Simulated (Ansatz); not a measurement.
The system is Al2O3.

```xyz
10
Lattice="4.6138 0.0000 0.0000 0.0000 9.5633 0.0000 0.0000 0.0000 3.1199" Properties=species:S:1:pos:R:3 pbc="T T T"
Al    4.5352    7.8856    0.0000
Al    0.0785    1.6777    0.0000
Al    2.2283    6.4593    1.5599
Al    2.3854    3.1040    1.5599
O     2.3069    4.7816    1.5599
O     0.5704    7.2016    1.5599
O     1.7365    2.4200    0.0000
O     2.8773    7.1433    0.0000
O     0.0000    0.0000    0.0000
O     4.0434    2.3617    1.5599
```

Measurements of this composition are mostly on another form, of space group No. 167.

Program: Ansatz 0.2.0. Alike in all runs: task band structure; potentials or basis Ansatz PAW; no spin polarisation; cell as given.

Problem. Order these runs on this cell by their band gap on the k mesh, lowest first.
A. level PBE0; k mesh 4 × 2 × 6; cutoff (eV) 420; smearing fixed; level pbe0; run kind scf
B. level BLYP; k mesh 6 × 3 × 9; cutoff (eV) 420; smearing fermi-dirac 0.05 eV; points for each segment of the path 10
C. level PBEsol; k mesh 6 × 3 × 9; cutoff (eV) 420; smearing fermi-dirac 0.05 eV; points for each segment of the path 10
D. level HSE06; k mesh 4 × 2 × 6; cutoff (eV) 420; smearing fixed; level hse06; run kind scf
E. level r2SCAN; k mesh 6 × 4 × 8; cutoff (eV) 500; smearing fixed; level r2scan; run kind scf

Solution. C (3.43 eV), B (3.64 eV), E (4.12 eV), D (5.21 eV), A (5.96 eV).

A k mesh can miss the band edges.

Not every run made on this cell is shown here.
